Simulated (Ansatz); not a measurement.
# Ti₃Al: moving Ti off its site

Ti₃Al, P6_3/mmc, a = 5.688 Å, c = 4.608 Å. The structure is a COD entry; whether it is the stable form wasn't checked. Ansatz: PBEsol, PAW, 420 eV, Γ-centred 12×12×10 mesh on 8 atoms, Gaussian smearing 0.15 eV; no spin polarisation.

```xyz
8
Lattice="5.6878 0.0000 0.0000 -2.8439 4.9258 0.0000 0.0000 0.0000 4.6077" Properties=species:S:1:pos:R:3 pbc="T T T"
Ti    4.2401    0.8358    1.1519
Ti    1.3962    4.0899    3.4558
Ti    2.8439    3.2541    1.1519
Ti   -1.3962    4.0899    3.4558
Ti    1.4477    0.8358    1.1519
Ti    0.0000    1.6717    3.4558
Al    0.0000    3.2839    1.1519
Al    2.8439    1.6419    3.4558
```

Atom 1 (Ti) moves by x along the unit vector (-0.700, -0.419, -0.578), with its periodic images; all else is held. y is the free energy of the cell over the start, F the force along the path summed over the moved atoms.

| x (Å) | y (meV) | F (eV/Å) |
| --- | --- | --- |
| -0.600 | ? | ? |
| -0.450 | 796.1 | 3.64 |
| -0.300 | 346.8 | 2.36 |
| 0.000 | 0.0 | 0.00 |
| 0.150 | 88.8 | -1.20 |
| 0.300 | 366.0 | -2.50 |
| 0.450 | 836.4 | -3.73 |
| 0.600 | 1466.7 | -4.60 |

Task: Fit y = c2 x² + c3 x³ + c4 x⁴ to the energies of the other rows, give the force constant, and predict energy and force of the missing row.

Result: Least squares on the rows shown. y = 4058.7 x² + 200.22 x³ − 270.58 x⁴. The force constant is 2 c2 = 8.12 eV/Å² (for all images moving together, not for a lone atom). The force −dy/dx at the missing row is 4.42 eV/Å (computed 4.84). At x = -0.600 the fit asked for gives 1382.8 meV. The run gave 1434.1 meV, so the fit is 51.3 meV too low, 3.5 % of the span of the series, against an rms of 5.9 meV on the fitted rows. The row lies outside the fitted range. With a term in x⁵ added, a fit to the same known rows predicts 1495.7 meV, which misses by about as much or more on the other side: the known rows don't fix the higher terms.